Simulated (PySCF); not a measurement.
Molecule: SMILES C(#C)c1ccccc1, C₈H₆.

Bonds (- single, = double, # triple, : aromatic): C1#C2 1.213 Å, C2-C3 1.429 Å, C3:C4 1.406 Å, C4:C5 1.391 Å, C5:C6 1.395 Å, C6:C7 1.395 Å, C7:C8 1.391 Å, C8:C3 1.406 Å. C1 carries H9; C4 carries H10; C5 carries H11; C6 carries H12; C7 carries H13; C8 carries H14.

Geometry PBE0-D3(BJ)/def2-SVP throughout; GIAO in PySCF 2.14, gas phase, one conformer, non-relativistic; equivalent atoms averaged; functional PBE0.

(1) How do the shifts δ (against TMS at the same level) depend on the basis set? (a selection of nuclei; ppm; last column core-seconds on 1 thread of an Arm Neoverse V1, shared host)

(2) Which nucleus among those listed moves most, in ppm?

(3) Taking the largest basis, cc-pVTZ (324 functions), as the yardstick, rank the others by their worst heavy-atom deviation.

Results:

(1) 
```csv
basis set,functions,C4/C8,C5/C7,C3,C1,C2,H10/H14,H11/H13,H12,H9,core-s
STO-3G,46,114.6,110.6,105.3,80.1,63.9,7.29,7.12,7.09,3.76,3.9
pcSseg-0,84,145.0,138.2,129.9,93.9,91.8,7.52,7.29,7.25,3.36,7
6-31G,84,130.2,124.4,120.0,79.9,80.5,7.59,7.36,7.34,3.22,7.6
6-31G*,124,127.9,122.1,117.2,77.6,76.4,7.43,7.25,7.24,2.90,12
cc-pVDZ,142,133.5,127.9,123.6,81.1,81.2,7.51,7.27,7.27,2.97,15
def2-SVP,142,132.3,126.1,121.3,80.8,80.9,7.45,7.20,7.15,2.89,13
pcSseg-1,166,139.7,133.5,127.4,87.0,87.2,7.67,7.44,7.42,3.19,18
aug-cc-pVDZ,238,132.6,126.7,122.9,77.6,81.2,7.83,7.57,7.58,3.05,32
"6-311+G(2d,p)",252,137.8,131.7,126.8,83.9,86.9,7.83,7.52,7.54,3.03,34
def2-TZVP,284,139.2,133.1,128.8,83.5,87.1,7.81,7.54,7.52,3.06,44
cc-pVTZ,324,138.3,132.5,127.6,83.7,86.7,7.78,7.51,7.50,3.01,52
```

(2) C4/C8 (aromatic CH): from 114.6 ppm with STO-3G to 145.0 ppm with pcSseg-0. The smallest spread is 0.45 ppm, at H11/H13. Proton shifts span only some 12 ppm, so a few tenths of a ppm matter as much there as several ppm in carbon.

(3) 6-311+G(2d,p) 0.8 ppm (252 functions), def2-TZVP 1.1 ppm (284 functions), pcSseg-1 3.3 ppm (166 functions), cc-pVDZ 5.4 ppm (142 functions), aug-cc-pVDZ 6.1 ppm (238 functions), def2-SVP 6.4 ppm (142 functions), 6-31G 8.2 ppm (84 functions), pcSseg-0 10.2 ppm (84 functions), 6-31G* 10.5 ppm (124 functions), STO-3G 23.7 ppm (46 functions).

A small basis that lands close on one nucleus may do so by chance; judge by the trend and by all nuclei.
